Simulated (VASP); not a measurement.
# Cd2S (P3m1) in VASP: a series of runs

One crystal, Cd2S, is run at these levels: LDA, PBE+D3(BJ), PBEsol, PBE; tasks: relaxation of cell and atoms, single point.

Program: VASP 6.6.1. These are calculated values, not measurements. Logs are shortened: lines on timing, memory, paths and dates and some standing lists are left out, and cuts for length are marked.

**1. The structure**

It takes space group P3m1 (No. 156, trigonal). The conventional cell has a = 3.963 Å, b = 3.963 Å, c = 5.809 Å, α = 90.00°, β = 90.00°, γ = 120.00°. Around Cd (site symmetry 3m) lie 1 S at 2.52 Å. Around Cd (site symmetry 3m) lie 3 S at 2.60 Å. Around S (site symmetry 3m) lie 4 Cd at 2.52 to 2.60 Å.

The cell comes from a database or a generator and needn't be the stable form of this composition.

**2. Relaxation of cell and atoms, LDA**

INCAR

```
SYSTEM = Cd2S
  PREC = Accurate
  ENCUT = 600
  EDIFF = 1E-6
  ISMEAR = 0
  SIGMA = 0.02
  LREAL = .FALSE.
  LASPH = .TRUE.
  NELM = 60
  ALGO = Fast
  ISIF = 3
  LWAVE = .FALSE.
  LCHARG = .FALSE.
  IBRION = 2
  NSW = 40
  EDIFFG = -0.02
```

KPOINTS

```
Automatic mesh
0
G
  8 8 4
  0 0 0
```

POSCAR

```
Cd2S
1.0
    3.9626700490      0.0000000000      0.0000000000
   -1.9813350245      3.4317729293      0.0000000000
    0.0000000000      0.0000000000      5.8091920000
Cd S
2 1
Direct
    0.3333333333      0.6666666667      0.9327170000
    0.6666666667      0.3333333333      0.5787350000
    0.3333333333      0.6666666667      0.3657050000
```

Potentials or basis: VASP PAW LDA potentials, release 64 (Cd, S).

Command:

```
> cat potpaw_LDA.64/Cd/POTCAR potpaw_LDA.64/S/POTCAR > POTCAR
> mpirun -np 1 vasp_std > vasp.out
```

OUTCAR:

```text
SYSTEM = Cd2S
   PREC = Accurate
   ENCUT = 600
   EDIFF = 1E-6
   ISMEAR = 0
   LREAL = .FALSE.
   LASPH = .TRUE.
   NELM = 60
   ISIF = 3
   IBRION = 2
   NSW = 40
   EDIFFG = -0.02

 ion  position               nearest neighbor table
   1  0.333  0.667  0.933-   3 2.52   2 3.08   2 3.08   2 3.08
   2  0.667  0.333  0.579-   3 2.60   3 2.60   3 2.60   1 3.08   1 3.08   1 3.08
   3  0.333  0.667  0.366-   1 2.52   2 2.60   2 2.60   2 2.60

  LATTYP: Found a hexagonal cell.
 ALAT       =     3.9626700490
 C/A-ratio  =     1.4659792332

  Lattice vectors:

 A1 = (   3.9626700490,   0.0000000000,   0.0000000000)
 A2 = (  -1.9813350245,   3.4317729293,   0.0000000000)
 A3 = (   0.0000000000,   0.0000000000,   5.8091920000)

Analysis of symmetry for initial positions (statically):
=====================================================================
 Subroutine PRICEL returns:
 Original cell was already a primitive cell.

 Routine SETGRP: Setting up the symmetry group for a
 hexagonal supercell.

 Subroutine GETGRP returns: Found  6 space group operations
 (whereof  6 operations were pure point group operations)
 out of a pool of 24 trial point group operations.

The static configuration has the point symmetry C_3v.

Analysis of symmetry for dynamics (positions and initial velocities):
=====================================================================
 Subroutine PRICEL returns:
 Original cell was already a primitive cell.

 Routine SETGRP: Setting up the symmetry group for a
 hexagonal supercell.

 Subroutine GETGRP returns: Found  6 space group operations
 (whereof  6 operations were pure point group operations)
 out of a pool of 24 trial point group operations.

The dynamic configuration has the point symmetry C_3v.

 Subroutine INISYM returns: Found  6 space group operations
 (whereof  6 operations are pure point group operations),
 and found     1 'primitive' translations

----------------------------------------------------------------------------------------

                                     Primitive cell

  volume of cell :      78.9991

  direct lattice vectors                    reciprocal lattice vectors
     3.962670049  0.000000000  0.000000000     0.252355101  0.145697285  0.000000000
    -1.981335025  3.431772929  0.000000000     0.000000000  0.291394571  0.000000000
     0.000000000  0.000000000  5.809192000     0.000000000  0.000000000  0.172140979

  length of vectors
     3.962670049  3.962670049  5.809192000     0.291394571  0.291394571  0.172140979

  position of ions in fractional coordinates (direct lattice)
     0.333333333  0.666666667  0.932717000
     0.666666667  0.333333333  0.578735000
     0.333333333  0.666666667  0.365705000

  ion indices of the primitive-cell ions
   primitive index   ion index
                 1           1
                 2           2
                 3           3

----------------------------------------------------------------------------------------

 KPOINTS: Automatic mesh

Automatic generation of k-mesh.
 Grid dimensions read from file:
 generate k-points for:    8    8    4

 Generating k-lattice:

  Cartesian coordinates                     Fractional coordinates (reciprocal lattice)
     0.031544388  0.018212161  0.000000000     0.125000000 -0.000000000  0.000000000
     0.000000000  0.036424321  0.000000000     0.000000000  0.125000000  0.000000000
     0.000000000  0.000000000  0.043035245     0.000000000  0.000000000  0.250000000

  Length of vectors
     0.036424321  0.036424321  0.043035245

  Shift w.r.t. Gamma in fractional coordinates (k-lattice)
     0.000000000  0.000000000  0.000000000

 Subroutine IBZKPT returns following result:
 ===========================================

 Found     35 irreducible k-points:

 Following reciprocal coordinates:
            Coordinates               Weight
  0.000000  0.000000  0.000000      1.000000
  0.125000 -0.000000  0.000000      6.000000
  0.250000 -0.000000  0.000000      6.000000
  0.375000 -0.000000  0.000000      6.000000
  0.500000 -0.000000  0.000000      3.000000
  0.125000  0.125000  0.000000      6.000000
[... 16 lines left out ...]
 -0.125000  0.500000  0.250000     12.000000
  0.250000  0.250000  0.250000     12.000000
 [... further k-points ...]
   k-points           NKPTS =     35   k-points in BZ     NKDIM =     35   number of bands    NBANDS=     19
   number of dos      NEDOS =    301   number of ions     NIONS =      3
   total plane-waves  NPLWV =  49152
   dimension x,y,z NGX =    32 NGY =   32 NGZ =   48
   dimension x,y,z NGXF=    64 NGYF=   64 NGZF=   96
   ions per type =               2   1
   NGX,Y,Z   is equivalent  to a cutoff of  13.42, 13.42, 13.74 a.u.
   NGXF,Y,Z  is equivalent  to a cutoff of  26.85, 26.85, 27.47 a.u.
 SYSTEM =  Cd2S
   PREC   = accura    normal or accurate (medium, high low for compatibility)
   ISTART =      0    job   : 0-new  1-cont  2-samecut
   ICHARG =      2    charge: 1-file 2-atom 10-const
   ISPIN  =      1    spin polarized calculation?
   LNONCOLLINEAR =      F non collinear calculations
   LSORBIT =      F    spin-orbit coupling
   LASPH  =      T    aspherical Exc in radial PAW
   ENCUT  =  600.0 eV  44.10 Ry    6.64 a.u.   7.91  7.91 11.60*2*pi/ulx,y,z
   NELM   =     60;   NELMIN=  2; NELMDL= -5     # of ELM steps
   EDIFF  = 0.1E-05   stopping-criterion for ELM
   LREAL  =      F    real-space projection
   EDIFFG = -.2E-01   stopping-criterion for IOM
   NSW    =     40    number of steps for IOM
   IBRION =      2    ionic relax: 0-MD 1-quasi-New 2-CG
   NFREE  =      1    steps in history (QN), initial steepest desc. (CG)
   ISIF   =      3    stress and relaxation
   ISYM   =      2    0-nonsym 1-usesym 2-fastsym
   POTIM  = 0.5000    time-step for ionic-motion
   TEBEG  =    0.0;   TEEND  =   0.0 temperature during run
   PSTRESS=    0.0 pullay stress
   NELECT =      30.0000    total number of electrons
   NUPDOWN=      -1.0000    fix difference up-down
   EMIN   =  10.00;   EMAX   =-10.00  energy-range for DOS
   EFERMI =   0.00;   METHOD = LEGACY
   ISMEAR =     0;   SIGMA  =   0.02  broadening in eV -4-tet -1-fermi 0-gaus
   EFERMI_NEDOS =   21; number of points for ismear=-14 and -15
   IALGO  =     68    algorithm
   IMIX   =      4    mixing-type and parameters
     AMIX     =   0.40;   BMIX     =  1.00
     AMIX_MAG =   1.60;   BMIX_MAG =  1.00
  volume/ion in A,a.u.               =      26.33       177.70
  Fermi-wavevector in a.u.,A,eV,Ry     =   1.185517  2.240303 19.122322  1.405451
  Thomas-Fermi vector in A             =   2.321709
   LORBIT       =      0    0 simple, 1 ext, 2 COOP (PROOUT), +10 PAW based schemes
   GGA     = CA    functional components
   LHFCALC =     F    Hartree Fock is set to
   AEXX    =    0.0000 exact exchange contribution
   IVDW    =     0    specifies the selected vdW correction
   LEPSILON=     F    determine dielectric tensor
   LRPA    =     F    only Hartree local field effects (RPA)
 conjugate gradient relaxation of ions
 non-spin polarized calculation
 RMM-DIIS sequential band-by-band and
 Gauss-broadening in eV      SIGMA  =   0.02
  energy-cutoff  :      600.00
  volume of cell :       79.00
 maximum number of plane-waves:      2658
   NGX = 15   NGY = 15   NGZ = 23

--------------------------------------- Ionic step        1  -------------------------------------------

 number of electron      30.0000005 magnetization

 Free energy of the ion-electron system (eV)
  ---------------------------------------------------
  ext. energy  EPLUGINS =         0.00000000
  ---------------------------------------------------
  free energy    TOTEN  =        -8.05847044 eV

  energy without entropy =       -8.05847044  energy(sigma->0) =       -8.05847044

 E-fermi :   1.1785     XC(G=0):  -9.6727

 val. band max:        1.0719337625   @ k =   0.3750   0.2500   0.2500
 cond. band min:       1.3664517022   @ k =   0.5000  -0.0000   0.2500
 fundamental gap:      0.2945179397
 Fermi energy:         1.1784918394

 k-point     1 :       0.0000    0.0000    0.0000
  band No.  band energies     occupation
      1     -11.4537      2.00000
      2      -7.2242      2.00000
      3      -7.2242      2.00000
      4      -7.1340      2.00000
      5      -7.1340      2.00000
      6      -7.0535      2.00000
[... 505 lines left out ...]
      6      -6.9308      2.00000
[... 11 lines left out ...]
     18       5.8206      0.00000
     19       7.0091      0.00000

 [... further k-points ...]

------------------------ aborting loop because EDIFF is reached ----------------------------------------

  FORCE on cell =-STRESS in cart. coord.  units (eV):
  Direction    XX          YY          ZZ          XY          YZ          ZX
  --------------------------------------------------------------------------------------
  -------------------------------------------------------------------------------------
  Total       -2.1041765     -2.1041765     -2.8364271      0.0000000      0.0000000      0.0000000
  in kB      -42.6747087    -42.6747087    -57.5254502      0.0000000      0.0000000      0.0000000
  external PRESSURE =     -47.6249559 kB  Pullay stress =       0.0000000 kB
[... 92 lines left out ...]
  FREE ENERGIE OF THE ION-ELECTRON SYSTEM (eV)
  ---------------------------------------------------
  free  energy   TOTEN  =        -8.1800748222 eV

  energy  without entropy=       -8.1800748222  energy(sigma->0) =       -8.18007482

[... ionic steps 4 to 7 ...]

--------------------------------------- Ionic step        8  -------------------------------------------

 number of electron      30.0000007 magnetization

------------------------ aborting loop because EDIFF is reached ----------------------------------------
[... 69 lines left out ...]
--------------------------------------- Ionic step       10  -------------------------------------------

 number of electron      30.0000007 magnetization

 Free energy of the ion-electron system (eV)
  ---------------------------------------------------
  ext. energy  EPLUGINS =         0.00000000
  ---------------------------------------------------
  free energy    TOTEN  =        -8.19651904 eV

  energy without entropy =       -8.19651904  energy(sigma->0) =       -8.19651904

 E-fermi :   1.9662     XC(G=0): -10.2195

 val. band max:        1.8463064785   @ k =   0.1250   0.1250   0.5000
 cond. band min:       2.2331730338   @ k =   0.5000  -0.0000   0.2500
 fundamental gap:      0.3868665553
 Fermi energy:         1.9661950685

 k-point     1 :       0.0000    0.0000    0.0000
  band No.  band energies     occupation
      1     -11.1521      2.00000
      2      -6.7481      2.00000
      3      -6.7481      2.00000
      4      -6.6331      2.00000
      5      -6.6331      2.00000
      6      -6.5649      2.00000
[... 505 lines left out ...]
      6      -6.3297      2.00000
[... 11 lines left out ...]
     18       7.0278      0.00000
     19       8.1373      0.00000

 [... further k-points ...]

------------------------ aborting loop because EDIFF is reached ----------------------------------------

  FORCE on cell =-STRESS in cart. coord.  units (eV):
  Direction    XX          YY          ZZ          XY          YZ          ZX
  --------------------------------------------------------------------------------------
  -------------------------------------------------------------------------------------
  Total       -0.0107017     -0.0107017      0.0309873      0.0000000      0.0000000      0.0000000
  in kB       -0.2435533     -0.2435533      0.7052193      0.0000000      0.0000000      0.0000000
  external PRESSURE =       0.0727043 kB  Pullay stress =       0.0000000 kB
[... 18 lines left out ...]
  FREE ENERGIE OF THE ION-ELECTRON SYSTEM (eV)
  ---------------------------------------------------
  free  energy   TOTEN  =        -8.1965190382 eV

  energy  without entropy=       -8.1965190382  energy(sigma->0) =       -8.19651904

 reached required accuracy - stopping structural energy minimisation
```

Run time: 3.9 min. Hardware: 1 thread of Intel Xeon Platinum 8488C (Sapphire Rapids), shared host; peak memory 0.23 GiB.

What came out:

```
Free energy                            : -8.1965 eV
Relaxed volume                         : 23.47 Å³/atom
Relaxed cell                           : a = 3.804 Å, b = 3.804 Å, c = 5.618 Å, α = 90.00°, β = 90.00°, γ = 120.00°
Space group after relaxing (to 0.05 Å) : P3m1 (No. 156)
Energy gained by relaxing              : 46.0 meV/atom
Ionic steps                            : 10
Pressure after relaxing                : 0.0 GPa
Largest force after relaxing           : 0.013 eV/Å
Band gap on the k mesh                 : 0.39 eV, indirect (least direct gap 0.96 eV)
```

Forces in eV/Å, atoms in the order of the input:
```
Cd   0.000  0.000  0.013
Cd   0.000  0.000 -0.004
S    0.000  0.000 -0.008
```

The path:
```tsv
step	energy change (eV)	largest force (eV/Å)	pressure (GPa)	volume (Å³)
1	0.0000	0.1319	-4.76	79.00
2	-0.1161	0.4241	1.12	70.38
3	-0.1216	0.3247	-0.15	71.75
4	-0.1321	0.2396	-0.03	71.09
5	-0.1341	0.2421	0.09	70.64
6	-0.1377	0.0814	-0.05	70.55
7	-0.1380	0.0401	-0.09	70.52
8	-0.1380	0.0384	-0.10	70.52
9	-0.1380	0.0032	0.05	70.35
10	-0.1380	0.0127	0.01	70.40
```

Final structure:
```cif
data_structure
_symmetry_space_group_name_H-M 'P 1'
_symmetry_Int_Tables_number 1
_cell_length_a 3.8040
_cell_length_b 3.8040
_cell_length_c 5.6176
_cell_angle_alpha 90.000
_cell_angle_beta 90.000
_cell_angle_gamma 120.000
_cell_volume 70.40
loop_
_atom_site_label
_atom_site_type_symbol
_atom_site_fract_x
_atom_site_fract_y
_atom_site_fract_z
_atom_site_occupancy
Cd1 Cd 0.33333 0.66667 0.92821 1
Cd2 Cd 0.66667 0.33333 0.58577 1
S1 S 0.33333 0.66667 0.36317 1
```

Levels at points of the mesh, in eV from the valence-band top:
| k point | band 11 | band 12 | band 13 | band 14 | band 15 | band 16 | band 17 | band 18 | band 19 |
| --- | --- | --- | --- | --- | --- | --- | --- | --- | --- |
| (0.00, 0.00, 0.00) | -7.60 | -4.86 | -3.99 | -0.50 | -0.50 | 3.62 | 5.42 | 7.16 | 7.16 |
| (0.50, 0.00, 0.00) | -7.44 | -4.83 | -3.19 | -1.55 | -1.23 | 0.49 | 3.32 | 4.91 | 6.19 |
| (0.00, 0.00, 0.50) | -7.62 | -6.54 | -0.40 | -0.40 | -0.19 | 1.51 | 4.93 | 6.74 | 6.74 |
| (0.50, 0.00, 0.50) | -7.47 | -4.30 | -3.92 | -1.30 | -1.26 | 1.88 | 3.67 | 4.60 | 5.96 |

[end of part 1 of 2]
